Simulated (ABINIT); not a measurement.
# GaP (F-43m) in ABINIT: a series of runs

The runs below take GaP through band structure, equation of state, with WC, OLYP, PW91, LDA.

All numbers are computed with ABINIT 10.8.3 (patched build); they aren't measurements. Logs are shortened: lines on timing, memory, paths and dates and some standing lists are left out, and cuts for length are marked. The log counts tension as positive stress, the text compression.

**Measured values to compare with.**

From “Stacking defects in GaP nanowires: Electronic structure and optical properties”, 2018, arxiv:1810.01194, for a bulk crystal of GaP at 10 K: band gap 2.34 eV (indirect).

How close the calculation comes is told below.

### 1 The structure

Symmetry: F-43m, No. 216, cubic system. Conventional cell: a = 5.451 Å, b = 5.451 Å, c = 5.451 Å, α = 90.00°, β = 90.00°, γ = 90.00°. Around Ga (site symmetry -43m) lie 4 P at 2.36 Å. P (site symmetry -43m) has 4 Ga at 2.36 Å as nearest neighbours.

### 2 Band structure, WC

File run.abi:

```
# Datasets: ground state, then fixed potential
ndtset 2

# Pseudopotentials
pp_dirpath "./"
pseudos "Ga.upf, P.upf"

# Structure
acell 3*1.0
rprim
     0.0000000000     5.1499761211     5.1499761211
     5.1499761211     0.0000000000     5.1499761211
     5.1499761211     5.1499761211     0.0000000000
ntypat 2
znucl 31 15
natom 2
typat 1 2
xcart
     0.0000000000     0.0000000000     0.0000000000
     4.0878750000     4.0878750000     4.0878750000 Angstrom

# Plane-wave basis
ecut 40.0

# Exchange and correlation
ixc 23

# Bands and occupations
occopt 3
tsmear 0.05 eV

# SCF cycle
nstep 100

# Output
iomode 3
prtwf 0
prteig 0
prtebands 0
enunit 1
prtden1 1

# Dataset 1
kptopt1 1
ngkpt1 8 8 8
nshiftk1 1
shiftk1 0.0 0.0 0.0
nband1 13
tolvrs1 1.0e-10

# Dataset 2: bands along G-X-W-K-G-L-U-W-L-K
iscf2 -2
getden2 1
nband2 17
nbdbuf2 2
tolwfr2 1.0e-12
kptopt2 -9
ndivsm2 8
prteig2 1
kptbounds2
     0.0000000000     0.0000000000     0.0000000000
     0.5000000000     0.0000000000     0.5000000000
     0.5000000000     0.2500000000     0.7500000000
     0.3750000000     0.3750000000     0.7500000000
     0.0000000000     0.0000000000     0.0000000000
     0.5000000000     0.5000000000     0.5000000000
     0.6250000000     0.2500000000     0.6250000000
     0.5000000000     0.2500000000     0.7500000000
     0.5000000000     0.5000000000     0.5000000000
     0.3750000000     0.3750000000     0.7500000000
```

Potentials or basis: PseudoDojo NC SR PBEsol v0.4.1 standard.

The run is started by

```sh
$ abinit run.abi > log 2>&1
```

run.abo:

```text
.Version 10.8.3 of ABINIT
 DATASET    1 : space group F-4 3 m (#216); Bravais cF (face-center cubic)
================================================================================
 Values of the parameters that define the memory need for DATASET  1.
     intxc =       0    ionmov =       0      iscf =       7    lmnmax =       6
     lnmax =       6     mgfft =      45  mpssoang =       3    mqgrid =    3001
     natom =       2  nloc_mem =       1    nspden =       1   nspinor =       1
    nsppol =       1      nsym =      24    n1xccc =    2501    ntypat =       2
    occopt =       3   xclevel =       2
       mpw =        3327          nfft =       91125          nkpt =          29
================================================================================
================================================================================

 DATASET    2 : space group F-4 3 m (#216); Bravais cF (face-center cubic)
================================================================================
 Values of the parameters that define the memory need for DATASET  2.
     intxc =       0    ionmov =       0      iscf =      -2    lmnmax =       6
     lnmax =       6     mgfft =      45  mpssoang =       3    mqgrid =    3001
     natom =       2  nloc_mem =       1    nspden =       1   nspinor =       1
    nsppol =       1      nsym =      24    n1xccc =    2501    ntypat =       2
    occopt =       3   xclevel =       2
       mpw =        3327          nfft =       91125          nkpt =         139
================================================================================
================================================================================

--------------------------------------------------------------------------------
------------- Echo of variables that govern the present computation ------------
--------------------------------------------------------------------------------
 -outvars: echo values of preprocessed input variables --------
            acell      1.0000000000E+00  1.0000000000E+00  1.0000000000E+00 Bohr
              amu      6.97230000E+01  3.09737620E+01
             ecut      4.00000000E+01 Hartree
           enunit           1
           getden1          0
           getden2          1
             iscf1          7
             iscf2         -2
                       outvar_i_n : Printing only first  50 k-points.
              ixc          23
           jdtset        1    2
                       outvar_i_n : Printing only first  50 k-points.
           kptopt1          1
           kptopt2         -9
         kptrlatt        8    0    0      0    8    0      0    0    8
          kptrlen1     5.82653286E+01
          kptrlen2     3.00000000E+01
            natom           2
            nband1         13
            nband2         17
           nbdbuf1          0
           nbdbuf2          2
           ndtset           2
           ndivsm1          0
           ndivsm2          8
            ngfft          45      45      45
             nkpt1         29
             nkpt2        139
            nstep         100
             nsym          24
           ntypat           2
           occopt           3
        prtebands           0
           prteig1          0
           prteig2          1
            prtwf           0
            rprim      0.0000000000E+00  5.1499761211E+00  5.1499761211E+00
                       5.1499761211E+00  0.0000000000E+00  5.1499761211E+00
                       5.1499761211E+00  5.1499761211E+00  0.0000000000E+00
           shiftk1     0.00000000E+00  0.00000000E+00  0.00000000E+00
           shiftk2     5.00000000E-01  5.00000000E-01  5.00000000E-01
          spgroup         216
           tolvrs1     1.00000000E-10
           tolvrs2     0.00000000E+00
           tolwfr1     0.00000000E+00
           tolwfr2     1.00000000E-12
           tsmear      1.83746611E-03 Hartree
            typat      1  2
                       outvars : Printing only first  50 k-points.
           xangst      0.0000000000E+00  0.0000000000E+00  0.0000000000E+00
                       4.0878749972E+00  4.0878749972E+00  4.0878749972E+00
            xcart      0.0000000000E+00  0.0000000000E+00  0.0000000000E+00
                       7.7249641816E+00  7.7249641816E+00  7.7249641816E+00
             xred      0.0000000000E+00  0.0000000000E+00  0.0000000000E+00
                       7.5000000000E-01  7.5000000000E-01  7.5000000000E-01
[... 197 lines left out ...]
 Non-SCF case, kpt    1 (  0.00000  0.00000  0.00000), residuals and eigenvalues=
  1.62E-13  2.04E-13  3.95E-13  2.64E-13  2.35E-13  3.84E-13  8.87E-13  3.50E-13
  2.83E-13  6.41E-13  3.70E-13  4.16E-13  9.68E-13  7.54E-13  4.91E-13  1.62E-13
  2.64E-13
 -3.7796E-01 -3.7796E-01 -3.7796E-01 -3.7431E-01 -3.7431E-01 -3.0105E-01
  1.5911E-01  1.5911E-01  1.5911E-01  2.2210E-01  2.9992E-01  2.9992E-01
  2.9992E-01  4.7284E-01  5.1610E-01  5.1610E-01  6.1069E-01
 Non-SCF case, kpt    2 (  0.02174  0.00000  0.02174), residuals and eigenvalues=
  1.99E-13  3.35E-13  5.96E-13  4.00E-13  4.62E-13  3.45E-13  9.28E-13  7.02E-13
  8.83E-13  5.60E-13  7.74E-13  3.54E-13  3.89E-13  3.02E-13  9.76E-13  8.91E-13
  9.30E-07
 -3.7798E-01 -3.7794E-01 -3.7794E-01 -3.7432E-01 -3.7431E-01 -3.0075E-01
  1.5586E-01  1.5818E-01  1.5818E-01  2.2525E-01  2.9897E-01  3.0118E-01
  3.0118E-01  4.7450E-01  5.1267E-01  5.1637E-01  6.1137E-01
[... 945 lines left out ...]
 Non-SCF case, kpt  138 (  0.38393  0.38393  0.73214), residuals and eigenvalues=
  4.03E-13  4.29E-13  7.58E-13  7.48E-13  4.77E-13  8.90E-13  2.58E-13  9.19E-13
  9.51E-13  5.24E-13  7.93E-13  7.28E-13  7.66E-13  7.26E-13  4.52E-13  9.51E-07
  8.13E-05
 -3.8154E-01 -3.7635E-01 -3.7595E-01 -3.7496E-01 -3.7391E-01 -1.9390E-01
 -8.1748E-02  1.1152E-02  7.7985E-02  2.3768E-01  3.4356E-01  4.4954E-01
  4.5112E-01  4.9299E-01  5.3274E-01  6.9658E-01  7.3792E-01
 Non-SCF case, kpt  139 (  0.37500  0.37500  0.75000), residuals and eigenvalues=
  5.29E-13  7.01E-13  5.97E-13  2.71E-13  5.26E-13  9.40E-13  8.26E-13  4.73E-13
  6.54E-13  9.37E-13  6.14E-13  9.15E-13  5.92E-13  6.49E-13  9.00E-13  2.16E-06
  1.04E-04
 -3.8161E-01 -3.7628E-01 -3.7590E-01 -3.7502E-01 -3.7387E-01 -1.9238E-01
 -8.3268E-02  1.2441E-02  7.5584E-02  2.3506E-01  3.3233E-01  4.5873E-01
  4.5992E-01  4.9648E-01  5.3759E-01  6.9269E-01  7.3909E-01

--- !ResultsGS
iteration_state: {dtset: 2, }
comment   : Summary of ground state results
lattice_vectors:
- [  0.0000000,   5.1499761,   5.1499761, ]
- [  5.1499761,   0.0000000,   5.1499761, ]
- [  5.1499761,   5.1499761,   0.0000000, ]
lattice_lengths: [   7.28317,    7.28317,    7.28317, ]
lattice_angles: [ 60.000,  60.000,  60.000, ] # degrees, (23, 13, 12)
lattice_volume:   2.7317795E+02
convergence: {deltae:  0.000E+00, res2:  0.000E+00, residm:  9.968E-13, diffor:  0.000E+00, }
etotal    :  -8.34178922E+01
entropy   :   0.00000000E+00
fermie    :   1.85839970E-01
cartesian_stress_tensor: null
pressure_GPa: null
xred      :
- [  0.0000E+00,   0.0000E+00,   0.0000E+00, Ga]
- [  7.5000E-01,   7.5000E-01,   7.5000E-01,  P]
cartesian_forces: null
force_length_stats: {min: null, max: null, mean: null, }
...

 Integrated electronic density in atomic spheres:
 ------------------------------------------------
 Atom  Sphere_radius  Integrated_density
    1        2.00000         10.82646451
    2        2.00000          2.79295854
================================================================================

 ----iterations are completed or convergence reached----

 Mean square residual over all n,k,spin=   54.819E-14; max=  99.683E-14
 reduced coordinates (array xred) for    2 atoms
       0.000000000000      0.000000000000      0.000000000000
       0.750000000000      0.750000000000      0.750000000000

 cartesian coordinates (angstrom) at end:
    1      0.00000000000000     0.00000000000000     0.00000000000000
    2      4.08787499719786     4.08787499719786     4.08787499719786
 length scales=  1.000000000000  1.000000000000  1.000000000000 bohr
              =  0.529177210544  0.529177210544  0.529177210544 angstroms
 Eigenvalues (   eV  ) for nkpt= 139  k points:
 kpt#   1, nband= 17, wtk=  1.00000, kpt=  0.0000  0.0000  0.0000 (reduced coord)
 -10.28469  -10.28469  -10.28469  -10.18556  -10.18556   -8.19211    4.32952    4.32952
   4.32952    6.04357    8.16126    8.16126    8.16126   12.86671   14.04372   14.04372
  16.61759
 kpt#   2, nband= 17, wtk=  1.00000, kpt=  0.0217  0.0000  0.0217 (reduced coord)
 -10.28544  -10.28441  -10.28441  -10.18568  -10.18546   -8.18383    4.24126    4.30419
   4.30419    6.12925    8.13527    8.19550    8.19550   12.91186   13.95037   14.05114
  16.63624
 kpt#   3, nband= 17, wtk=  1.00000, kpt=  0.0435  0.0000  0.0435 (reduced coord)
 -10.28765  -10.28355  -10.28355  -10.18604  -10.18516   -8.15902    4.01598    4.23103
   4.23103    6.34547    8.06116    8.29538    8.29538   13.04306   13.70338   14.07338
  16.68657
 kpt#   4, nband= 17, wtk=  1.00000, kpt=  0.0652  0.0000  0.0652 (reduced coord)
 -10.29121  -10.28213  -10.28213  -10.18664  -10.18467   -8.11781    3.71608    4.11746
   4.11746    6.62508    7.94971    8.45342    8.45342   13.23075   13.38664   14.11038
  16.77088
 kpt#   5, nband= 17, wtk=  1.00000, kpt=  0.0870  0.0000  0.0870 (reduced coord)
[... 525 lines left out ...]
   2.28684    6.65185    9.84659   11.56530   11.62610   13.59417   14.47943   18.54351
  19.10750
 kpt# 137, nband= 17, wtk=  1.00000, kpt=  0.3929  0.3929  0.7143 (reduced coord)
 -10.38014  -10.24317  -10.23215  -10.20095  -10.17551   -5.34367   -2.17731    0.32518
   2.19921    6.55361    9.63291   11.88148   11.97055   13.47187   14.45420   18.89556
  19.49282
 kpt# 138, nband= 17, wtk=  1.00000, kpt=  0.3839  0.3839  0.7321 (reduced coord)
 -10.38232  -10.24108  -10.23016  -10.20305  -10.17452   -5.27638   -2.22449    0.30347
   2.12209    6.46765    9.34874   12.23262   12.27562   13.41507   14.49655   18.95492
  20.07993
 kpt# 139, nband= 17, wtk=  1.00000, kpt=  0.3750  0.3750  0.7500 (reduced coord)
 -10.38425  -10.23920  -10.22867  -10.20491  -10.17342   -5.23486   -2.26583    0.33855
   2.05673    6.39640    9.04305   12.48263   12.51514   13.50979   14.62850   18.84893
  20.11176

== END DATASET(S) ==============================================================
================================================================================

 -outvars: echo values of variables after computation  --------
            acell      1.0000000000E+00  1.0000000000E+00  1.0000000000E+00 Bohr
           etotal1    -8.3417892228E+01
            fcart1     6.5355769615E-30  6.5355769615E-30 -1.9606730885E-29
                      -6.5355769615E-30 -6.5355769615E-30  1.9606730885E-29
            rprim      0.0000000000E+00  5.1499761211E+00  5.1499761211E+00
                       5.1499761211E+00  0.0000000000E+00  5.1499761211E+00
                       5.1499761211E+00  5.1499761211E+00  0.0000000000E+00
           strten1     1.4751471214E-05  1.4751471214E-05  1.4751471214E-05
                       0.0000000000E+00  0.0000000000E+00  0.0000000000E+00
           xangst      0.0000000000E+00  0.0000000000E+00  0.0000000000E+00
                       4.0878749972E+00  4.0878749972E+00  4.0878749972E+00
             xred      0.0000000000E+00  0.0000000000E+00  0.0000000000E+00
                       7.5000000000E-01  7.5000000000E-01  7.5000000000E-01
 Calculation completed.
```

Wall time 3.3 min (1 thread of Arm Neoverse V2, shared host); peak memory 0.19 GiB.

Results:

| Property | Result |
| --- | --- |
| Free energy | -2269.9165 eV |
| Pressure | -0.4 GPa |
| Band gap on the k mesh | 1.51 eV, indirect (least direct gap 1.71 eV) |
| Band gap along the path | 1.46 eV, indirect (least direct gap 1.71 eV) |
| Valence electrons inside the program's atomic spheres | Ga 10.83; P 2.79 |

Levels at the corners of the path, in eV from the valence-band top:
```tsv
point	band 6	band 7	band 8	band 9	band 10	band 11	band 12	band 13
Γ	-12.52	0.00	0.00	0.00	1.71	3.83	3.83	3.83
X	-9.53	-6.81	-2.70	-2.70	1.51	1.71	10.52	10.52
W	-9.43	-6.60	-3.62	-3.47	4.59	4.82	6.01	6.02
K	-9.56	-6.60	-3.99	-2.27	2.07	4.71	8.15	8.19
Γ	-12.52	0.00	0.00	0.00	1.71	3.83	3.83	3.83
L	-10.44	-6.69	-1.12	-1.12	1.57	4.65	4.65	8.07
U	-9.56	-6.60	-3.99	-2.27	2.07	4.71	8.15	8.19
W	-9.43	-6.60	-3.62	-3.47	4.59	4.82	6.01	6.02
L	-10.44	-6.69	-1.12	-1.12	1.57	4.65	4.65	8.07
K	-9.56	-6.60	-3.99	-2.27	2.07	4.71	8.15	8.19
```

Caveat: the potentials were made for another functional, which shifts forces and pressure.

### 3 Band structure, OLYP

File run.abi:

```
ndtset 2

pp_dirpath "./"
pseudos "Ga.GGA_PBE-JTH.xml, P.GGA_PBE-JTH.xml"

acell 3.8540855109 3.8540855109 3.8540855109 Angstrom
rprim
     0.0000000000     0.7071067812     0.7071067812
     0.7071067812     0.0000000000     0.7071067812
     0.7071067812     0.7071067812     0.0000000000
ntypat 2
znucl 31 15
natom 2
typat 1 2
xcart
     0.0000000000     0.0000000000     0.0000000000
     4.0878750000     4.0878750000     4.0878750000 Angstrom

ecut 20.0
pawecutdg 40.0

ixc -110131

occopt 3
tsmear 0.05 eV

nstep 100

iomode 3
prtwf 0
prteig 0
prtebands 0
prtden1 1

kptopt1 1
ngkpt1 8 8 8
nshiftk1 1
shiftk1 0.0 0.0 0.0
nband1 13
tolvrs1 1.0e-9

iscf2 -2
getden2 1
nband2 17
nbdbuf2 2
tolwfr2 1.0e-12
kptopt2 -9
ndivsm2 8
prteig2 1
prtvol2 -3
kptbounds2
     0.0000000000     0.0000000000     0.0000000000
     0.5000000000     0.0000000000     0.5000000000
     0.5000000000     0.2500000000     0.7500000000
     0.3750000000     0.3750000000     0.7500000000
     0.0000000000     0.0000000000     0.0000000000
     0.5000000000     0.5000000000     0.5000000000
     0.6250000000     0.2500000000     0.6250000000
     0.5000000000     0.2500000000     0.7500000000
     0.5000000000     0.5000000000     0.5000000000
     0.3750000000     0.3750000000     0.7500000000
```

Potentials or basis: JTH PAW PBE v2.0.

The run is started by

```sh
$ abinit run.abi > log 2>&1
```

run.abo:

```text
.Version 10.8.3 of ABINIT
 DATASET    1 : space group F-4 3 m (#216); Bravais cF (face-center cubic)
================================================================================
 Values of the parameters that define the memory need for DATASET  1.
     intxc =       0    ionmov =       0      iscf =      17    lmnmax =      18
     lnmax =       6     mgfft =      30  mpssoang =       3    mqgrid =    3001
     natom =       2  nloc_mem =       2    nspden =       1   nspinor =       1
    nsppol =       1      nsym =      24    n1xccc =       1    ntypat =       2
    occopt =       3   xclevel =       2
       mpw =        1185          nfft =       27000          nkpt =          29
 PAW method is used; the additional fine FFT grid is defined by:
   mgfftf=        45    nfftf =     91125
================================================================================
================================================================================

[... 1881 lines left out ...]
   0.78514
 kpt# 139, nband= 17, wtk=  1.00000, kpt=  0.3750  0.3750  0.7500 (reduced coord)
  -0.35908   -0.35444   -0.35411   -0.35333   -0.35233   -0.15633   -0.04161    0.05477
   0.11337    0.28509    0.37809    0.50020    0.50663    0.54607    0.57822    0.74290
   0.77797

== END DATASET(S) ==============================================================
================================================================================

 -outvars: echo values of variables after computation  --------
            acell      7.2831660814E+00  7.2831660814E+00  7.2831660814E+00 Bohr
           etotal1    -8.6001886011E+01
            fcart1    -0.0000000000E+00 -0.0000000000E+00 -0.0000000000E+00
                      -0.0000000000E+00 -0.0000000000E+00 -0.0000000000E+00
            rprim      0.0000000000E+00  7.0710678120E-01  7.0710678120E-01
                       7.0710678120E-01  0.0000000000E+00  7.0710678120E-01
                       7.0710678120E-01  7.0710678120E-01  0.0000000000E+00
           strten1    -1.2202535850E-04 -1.2202535850E-04 -1.2202535850E-04
                       0.0000000000E+00  0.0000000000E+00  0.0000000000E+00
           xangst      0.0000000000E+00  0.0000000000E+00  0.0000000000E+00
                       4.0878750001E+00  4.0878750001E+00  4.0878750001E+00
             xred      0.0000000000E+00  0.0000000000E+00  0.0000000000E+00
                       7.5000000000E-01  7.5000000000E-01  7.5000000000E-01
 Calculation completed.
```

Wall time 47 s (1 thread of Arm Neoverse V2, shared host); peak memory 0.14 GiB.

Results:

```yaml
Free_energy: -2340.2305 eV
Pressure: 3.6 GPa
Band_gap_on_the_k_mesh: 1.92 eV, indirect (least direct gap 2.11 eV)
Band_gap_along_the_path: 1.89 eV, indirect (least direct gap 2.11 eV)
Valence_electrons_inside_the_program's_atomic_spheres: Ga 11.07; P 1.59
```

Levels at the corners of the path, in eV from the valence-band top:
```
point  band 5  band 6  band 7  band 8  band 9  band 10  band 11  band 12  band 13  band 14
    Γ  -14.89  -12.39    0.00    0.00    0.00     2.11     3.99     3.99     3.99     9.55
    X  -14.87   -9.50   -6.62   -2.62   -2.62     2.00     2.08    10.69    10.69    11.57
    W  -14.88   -9.42   -6.42   -3.46   -3.29     4.95     4.97     6.30     6.44    11.83
    K  -14.87   -9.54   -6.42   -3.80   -2.20     2.47     5.00     8.32     8.50     9.57
    Γ  -14.89  -12.39    0.00    0.00    0.00     2.11     3.99     3.99     3.99     9.55
    L  -14.88  -10.38   -6.48   -1.10   -1.10     1.92     4.84     4.84     8.85    11.37
    U  -14.87   -9.54   -6.42   -3.80   -2.20     2.47     5.00     8.32     8.50     9.57
    W  -14.88   -9.42   -6.42   -3.46   -3.29     4.95     4.97     6.30     6.44    11.83
    L  -14.88  -10.38   -6.48   -1.10   -1.10     1.92     4.84     4.84     8.85    11.37
    K  -14.87   -9.54   -6.42   -3.80   -2.20     2.47     5.00     8.32     8.50     9.57
```

Caveat: the PAW data sets were made with another functional, which shifts forces and pressure a little.

(Continued in part 2 of 2.)
